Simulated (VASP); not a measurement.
# AlN (P6_3mc) in VASP: single point with PBE

Aim: the single point of AlN with PBE.

Everything below comes from runs of VASP 6.6.1. Logs are shortened: lines on timing, memory, paths and dates and some standing lists are left out, and cuts for length are marked.

**The experiment to reproduce.**

“Self-assembly of well-separated AlN nanowires directly on sputtered metallic TiN films”, 2019, arxiv:1910.07391 quotes, for a bulk crystal of AlN at 10 K: band gap 6.034 eV (an exciton energy, a little under the gap).

The results are compared with them further down.

### Step 1. The structure

It takes space group P6_3mc (No. 186, hexagonal). The conventional cell has a = 3.129 Å, b = 3.129 Å, c = 5.017 Å, α = 90.00°, β = 90.00°, γ = 120.00°. Al (site symmetry 3m) is surrounded by 4 N at 1.90 to 1.91 Å. N (site symmetry 3m) has 4 Al at 1.90 to 1.91 Å as nearest neighbours.

The cell is a database's computed one.

### Step 2. Single point, PBE

INCAR

```
PREC = Accurate
ENCUT = 520
EDIFF = 1E-6
ISMEAR = 0
SIGMA = 0.1
LREAL = F
LASPH = T
NELM = 100
ALGO = Fast
ISIF = 2
LWAVE = F
LCHARG = T
GGA = PE
LELF = T
LVHAR = T
NBANDS = 16
```

KPOINTS

```
regular mesh
0
Gamma
  6 6 4
```

POSCAR

```
AlN
1.0
    3.1285882000      0.0000000000      0.0000000000
   -1.5642941000      2.7094368900      0.0000000000
    0.0000000000      0.0000000000      5.0169549000
Al N
2 2
Direct
    0.6666666900      0.3333333400      0.4992870100
    0.3333333400      0.6666666900      0.9992870100
    0.6666666900      0.3333333400      0.8807129900
    0.3333333400      0.6666666900      0.3807129900
```

Potentials or basis: VASP PAW PBE potentials, release 64 (Al, N).

On the command line:

```console
$ cat potpaw_PBE.64/Al/POTCAR potpaw_PBE.64/N/POTCAR > POTCAR
$ mpirun -np 1 vasp_std > vasp.out
```

OUTCAR:

```text
PREC = Accurate
   ENCUT = 520
   EDIFF = 1E-6
   ISMEAR = 0
   LREAL = F
   LASPH = T
   NELM = 100
   ISIF = 2
   GGA = PE

 ion  position               nearest neighbor table
   1  0.667  0.333  0.499-   4 1.90   4 1.90   4 1.90   3 1.91   2 3.09   2 3.09   2 3.09   2 3.09
                             2 3.09   2 3.09
   2  0.333  0.667  0.999-   3 1.90   3 1.90   3 1.90   4 1.91   1 3.09   1 3.09   1 3.09   1 3.09
                             1 3.09   1 3.09
   3  0.667  0.333  0.881-   2 1.90   2 1.90   2 1.90   1 1.91
   4  0.333  0.667  0.381-   1 1.90   1 1.90   1 1.90   2 1.91

  LATTYP: Found a hexagonal cell.
 ALAT       =     3.1285882000
 C/A-ratio  =     1.6035842940

  Lattice vectors:

 A1 = (   3.1285882000,   0.0000000000,   0.0000000000)
 A2 = (  -1.5642941000,   2.7094368900,   0.0000000000)
 A3 = (   0.0000000000,   0.0000000000,   5.0169549000)

Analysis of symmetry for initial positions (statically):
=====================================================================
 Subroutine PRICEL returns:
 Original cell was already a primitive cell.

 Routine SETGRP: Setting up the symmetry group for a
 hexagonal supercell.

 Subroutine GETGRP returns: Found 12 space group operations
 (whereof  6 operations were pure point group operations)
 out of a pool of 24 trial point group operations.

The static configuration has the point symmetry C_3v.
 The point group associated with its full space group is C_6v.

Analysis of symmetry for dynamics (positions and initial velocities):
=====================================================================
 Subroutine PRICEL returns:
 Original cell was already a primitive cell.

 Routine SETGRP: Setting up the symmetry group for a
 hexagonal supercell.

 Subroutine GETGRP returns: Found 12 space group operations
 (whereof  6 operations were pure point group operations)
 out of a pool of 24 trial point group operations.

The dynamic configuration has the point symmetry C_3v.
 The point group associated with its full space group is C_6v.

 Subroutine INISYM returns: Found 12 space group operations
 (whereof  6 operations are pure point group operations),
 and found     1 'primitive' translations

----------------------------------------------------------------------------------------

                                     Primitive cell

  volume of cell :      42.5273

[... 90 lines left out ...]
   EDIFFG = 0.1E-04   stopping-criterion for IOM
   NSW    =      0    number of steps for IOM
   IBRION =     -1    ionic relax: 0-MD 1-quasi-New 2-CG
   NFREE  =      0    steps in history (QN), initial steepest desc. (CG)
   ISIF   =      2    stress and relaxation
   ISYM   =      2    0-nonsym 1-usesym 2-fastsym
   POTIM  = 0.5000    time-step for ionic-motion
   TEBEG  =    0.0;   TEEND  =   0.0 temperature during run
   PSTRESS=    0.0 pullay stress
   NELECT =      16.0000    total number of electrons
   NUPDOWN=      -1.0000    fix difference up-down
   EMIN   =  10.00;   EMAX   =-10.00  energy-range for DOS
   EFERMI =   0.00;   METHOD = LEGACY
   ISMEAR =     0;   SIGMA  =   0.10  broadening in eV -4-tet -1-fermi 0-gaus
   EFERMI_NEDOS =   21; number of points for ismear=-14 and -15
   IALGO  =     68    algorithm
   IMIX   =      4    mixing-type and parameters
     AMIX     =   0.40;   BMIX     =  1.00
     AMIX_MAG =   1.60;   BMIX_MAG =  1.00
  volume/ion in A,a.u.               =      10.63        71.75
  Fermi-wavevector in a.u.,A,eV,Ry     =   1.181841  2.233355 19.003903  1.396747
  Thomas-Fermi vector in A             =   2.318106
   LORBIT       =      0    0 simple, 1 ext, 2 COOP (PROOUT), +10 PAW based schemes
   GGA     = PE    functional components
   LHFCALC =     F    Hartree Fock is set to
   AEXX    =    0.0000 exact exchange contribution
   IVDW    =     0    specifies the selected vdW correction
   LEPSILON=     F    determine dielectric tensor
   LRPA    =     F    only Hartree local field effects (RPA)
 non-spin polarized calculation
 RMM-DIIS sequential band-by-band and
 Gauss-broadening in eV      SIGMA  =   0.10
  energy-cutoff  :      520.00
  volume of cell :       42.53
 maximum number of plane-waves:      1170
 NGX is ok and might be reduce to    24
   NGX = 11   NGY = 11   NGZ = 19

 number of electron      15.9999998 magnetization

 Free energy of the ion-electron system (eV)
  ---------------------------------------------------
  ext. energy  EPLUGINS =         0.00000000
  ---------------------------------------------------
  free energy    TOTEN  =       -29.77915656 eV

  energy without entropy =      -29.77915656  energy(sigma->0) =      -29.77915656

 E-fermi :   6.4150     XC(G=0): -10.8322

 val. band max:        5.9746606164   @ k =   0.0000   0.0000   0.0000
 cond. band min:      10.0307369737   @ k =   0.0000   0.0000   0.0000
 fundamental gap:      4.0560763573
 Fermi energy:         6.4149987555

 k-point     1 :       0.0000    0.0000    0.0000
  band No.  band energies     occupation
      1      -9.0977      2.00000
      2      -7.0121      2.00000
      3       0.0642      2.00000
      4       5.1335      2.00000
      5       5.1335      2.00000
      6       5.7756      2.00000
[... 376 lines left out ...]
      3       1.1963      2.00000
      4       1.1963      2.00000
      5       2.1861      2.00000
      6       2.1861      2.00000
[... 8 lines left out ...]
     15      19.6984      0.00000
     16      19.6984      0.00000

------------------------ aborting loop because EDIFF is reached ----------------------------------------

  FORCE on cell =-STRESS in cart. coord.  units (eV):
  Direction    XX          YY          ZZ          XY          YZ          ZX
  --------------------------------------------------------------------------------------
  -------------------------------------------------------------------------------------
  Total       -0.0100647     -0.0100647     -0.0190185      0.0000000      0.0000000      0.0000000
  in kB       -0.3791798     -0.3791798     -0.7165065      0.0000000      0.0000000      0.0000000
  external PRESSURE =      -0.4916220 kB  Pullay stress =       0.0000000 kB

 VOLUME and BASIS-vectors are now :
 -----------------------------------------------------------------------------
  energy-cutoff  :      520.00
  volume of cell :       42.53
      direct lattice vectors                 reciprocal lattice vectors
     3.128588200  0.000000000  0.000000000     0.319632990  0.184540191  0.000000000
    -1.564294100  2.709436890  0.000000000     0.000000000  0.369080381  0.000000000
     0.000000000  0.000000000  5.016954900     0.000000000  0.000000000  0.199324096

 POSITION                                       TOTAL-FORCE (eV/Angst)
 -----------------------------------------------------------------------------------
      1.56429      0.90315      2.50490         0.000000     -0.000000     -0.004412
     -0.00000      1.80629      5.01338        -0.000000     -0.000000     -0.004412
      1.56429      0.90315      4.41850        -0.000000      0.000000      0.004412
     -0.00000      1.80629      1.91002         0.000000     -0.000000      0.004412
 -----------------------------------------------------------------------------------
    total drift:                               -0.000040     -0.000013      0.000807

  FREE ENERGIE OF THE ION-ELECTRON SYSTEM (eV)
  ---------------------------------------------------
  free  energy   TOTEN  =       -29.7791565564 eV

  energy  without entropy=      -29.7791565564  energy(sigma->0) =      -29.77915656
```

OSZICAR:

```text
N       E                     dE             d eps       ncg     rms          rms(c)
DAV:   1     0.392775497376E+02    0.39278E+02   -0.72965E+03   672   0.889E+02
DAV:   2    -0.309974181260E+02   -0.70275E+02   -0.65622E+02   936   0.186E+02
DAV:   3    -0.344399714119E+02   -0.34426E+01   -0.34340E+01   856   0.414E+01
DAV:   4    -0.344610822557E+02   -0.21111E-01   -0.21109E-01   784   0.374E+00
DAV:   5    -0.344613636400E+02   -0.28138E-03   -0.28138E-03   864   0.430E-01    0.121E+01
RMM:   6    -0.297530491811E+02    0.47083E+01   -0.95613E+00   673   0.169E+01    0.400E+00
RMM:   7    -0.297905060309E+02   -0.37457E-01   -0.83657E-01   760   0.728E+00    0.281E+00
RMM:   8    -0.297864296064E+02    0.40764E-02   -0.63630E-02   689   0.213E+00    0.564E-01
RMM:   9    -0.297789079748E+02    0.75216E-02   -0.15760E-02   783   0.815E-01    0.269E-01
RMM:  10    -0.297795580932E+02   -0.65012E-03   -0.77299E-03   823   0.499E-01    0.162E-01
RMM:  11    -0.297791601454E+02    0.39795E-03   -0.81575E-04   739   0.243E-01    0.386E-02
RMM:  12    -0.297791560451E+02    0.41003E-05   -0.12815E-04   783   0.819E-02    0.864E-03
RMM:  13    -0.297791565564E+02   -0.51129E-06   -0.74204E-06   804   0.248E-02
   1 F= -.29779157E+02 E0= -.29779157E+02  d E =-.148660E-11
```

stdout:

```text
POSCAR found type information on POSCAR AlN
 POSCAR found :  2 types and       4 ions
 scaLAPACK will be used
 LDA part: xc-table for (Slater+PW92), standard interpolation
 POSCAR, INCAR and KPOINTS ok, starting setup
 FFT: planning ... GRIDC
 FFT: planning ... GRID_SOFT
 FFT: planning ... GRID
 WAVECAR not read
 entering main loop
```

Run time: 5.7 s. Hardware: 1 thread of Intel Xeon 6975P-C (Granite Rapids), shared host; peak memory 0.15 GiB.

Results:

| Item | Value |
| --- | --- |
| Free energy | -29.7792 eV |
| Pressure | 0.0 GPa |
| Largest force | 0.004 eV/Å |
| Band gap on the k mesh | 4.06 eV, direct |

Forces in eV/Å, atoms in the order of the input:
```
Al   0.000  0.000 -0.004
Al   0.000  0.000 -0.004
N    0.000  0.000  0.004
N    0.000  0.000  0.004
```

Levels at points of the mesh, in eV from the valence-band top:
| k point | band 6 | band 7 | band 8 | band 9 | band 10 | band 11 |
| --- | --- | --- | --- | --- | --- | --- |
| (0.00, 0.00, 0.00) | -0.20 | -0.20 | 0.00 | 4.06 | 6.52 | 10.47 |
| (0.50, 0.00, 0.00) | -2.05 | -1.74 | -0.68 | 5.76 | 5.77 | 8.04 |
| (0.00, 0.00, 0.50) | -0.53 | -0.53 | -0.53 | 6.32 | 6.32 | 10.18 |
| (0.50, 0.00, 0.50) | -1.44 | -1.35 | -1.35 | 5.25 | 5.25 | 9.15 |

### Step 3. Comparison with measurements

Step 2. Against the measured gap of AlN, 6.034 eV (an exciton energy, a little under the gap; 10 K; quoted in “Self-assembly of well-separated AlN nanowires directly on sputtered metallic TiN films”, 2019, arxiv:1910.07391), the calculated 4.06 eV is off by -1.98 eV. 2 values of this kind are on record (6.034 to 6.0343 eV); this one was drawn at random. The value is that of PBE, without temperature or zero-point motion. Semilocal functionals fall short of measured gaps as a rule. The cell is a database's relaxed one, not the measured one, which moves gaps too.
